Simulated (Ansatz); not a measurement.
**Strain and the gap of LiF (Fm-3m)**

LiF (started from an entry of an open crystallographic database), relaxed with r2SCAN in the PAW code Ansatz. Space group Fm-3m (No. 225), cubic; a = 3.990 Å in the conventional setting, 7.94 Å³ an atom. Li has 6 F at 1.99 Å; F has 6 Li at 1.99 Å.

The axes x, y and z are those of this cell:
```
CELL_PARAMETERS angstrom
0.00000 1.99487 1.99487
1.99487 0.00000 1.99487
1.99487 1.99487 0.00000
ATOMIC_POSITIONS crystal
Li 0.00000 0.00000 0.00000
F 0.50000 0.50000 0.50000
```

Unstrained: The PBE gap is indirect, 9.347 eV (Γ–K (0.17 of the way from Γ) to Γ), below the direct gap of 9.348 eV at Γ. Least and direct gap differ so little that the kind isn't settled. r2SCAN gives a direct gap of 10.330 eV at Γ. With HSE06 the valence top lies at Γ–K (0.17 of the way from Γ) and the conduction bottom at Γ, 11.674 eV higher; the smallest vertical gap, at Γ, is 11.675 eV. Least and direct gap differ so little that the kind isn't settled. Meshes: PBE 10×10×10, r2SCAN 10×10×10, HSE06 8×8×8. Strains are changes of length per length. After each strain the atoms were relaxed again with r2SCAN within the symmetry that the strain leaves, so tilts or polar shifts that break it weren't tested; points keep the names that they have in the unstrained zone. Spin-unpolarised throughout; all numbers are computed.

Changes of the least gap in eV (an overlap counts as a negative gap):
```json
{"strain": "isotropic -0.97 % on every length", "volume change (%)": "-2.9", "space group": "Fm-3m", "PBE": "+0.274", "r2SCAN": "+0.287", "HSE06": "+0.295", "G0W0@PBE (mesh)": "+0.31", "energy rise, r2SCAN (meV/atom)": "1.7"}
{"strain": "uniaxial +5.31 % along y", "volume change (%)": "+5.3", "space group": "I4/mmm", "PBE": "-0.533", "r2SCAN": "-0.555", "HSE06": "-0.576", "G0W0@PBE (mesh)": "-0.62", "energy rise, r2SCAN (meV/atom)": "7.8"}
{"strain": "epitaxial +3.71 % in the xy plane, free normal strain -2.25 %", "volume change (%)": "+5.1", "space group": "I4/mmm", "PBE": "-0.506", "r2SCAN": "-0.529", "HSE06": "-0.545", "G0W0@PBE (mesh)": "-0.58", "energy rise, r2SCAN (meV/atom)": "9.0"}
{"strain": "isotropic -3.77 % on every length", "volume change (%)": "-10.9", "space group": "Fm-3m", "PBE": "+1.141", "r2SCAN": "+1.198", "HSE06": "+1.223", "G0W0@PBE (mesh)": "+1.29", "energy rise, r2SCAN (meV/atom)": "28.0"}
```
Unstrained, G0W0@PBE with 66 empty bands, a screening cutoff of 150 eV and a 6×6×6 mesh gives 13.59 eV on its mesh; the band count follows the volume. No extrapolation in bands, cutoff or mesh was made for G0W0.

Isotropic -0.97 % on every length. HSE06: the gap goes from 11.674 to 11.969 eV (+0.295 eV); least and direct gap lie within 0.04 eV, so its kind isn't settled. Stress change with r2SCAN, compression positive: xx +2.41, yy +2.41, zz +2.41 GPa.

Uniaxial +5.31 % along y, other directions held. HSE06: the gap goes from 11.674 to 11.098 eV (-0.576 eV); least and direct gap lie within 0.04 eV, so its kind isn't settled. Stress change with r2SCAN, compression positive: xx -2.21, yy -5.35, zz -2.21 GPa.

Epitaxial +3.71 % in the xy plane, free normal strain -2.25 %. HSE06: the gap goes from 11.674 to 11.129 eV (-0.545 eV); least and direct gap lie within 0.04 eV, so its kind isn't settled. Stress change with r2SCAN, compression positive: xx -4.51, yy -4.51, zz -0.02 GPa.

Isotropic -3.77 % on every length. HSE06: the gap goes from 11.674 to 12.897 eV (+1.223 eV); the edges go from Γ–K (0.17) → Γ to (-0.073, 0, 0.068) → Γ. Stress change with r2SCAN, compression positive: xx +11.41, yy +11.41, zz +11.41 GPa.

Where an edge lies off the special points, it is a point of the mesh or the k point where a search put PBE's edge or least direct gap, reused for the other functionals, whose own edges may lie a little apart.

Coordinates of k points refer to the reciprocal vectors of the primitive cell of the runs.

The meshes of the hybrids are coarse, so their gaps aren't converged to the digits shown.
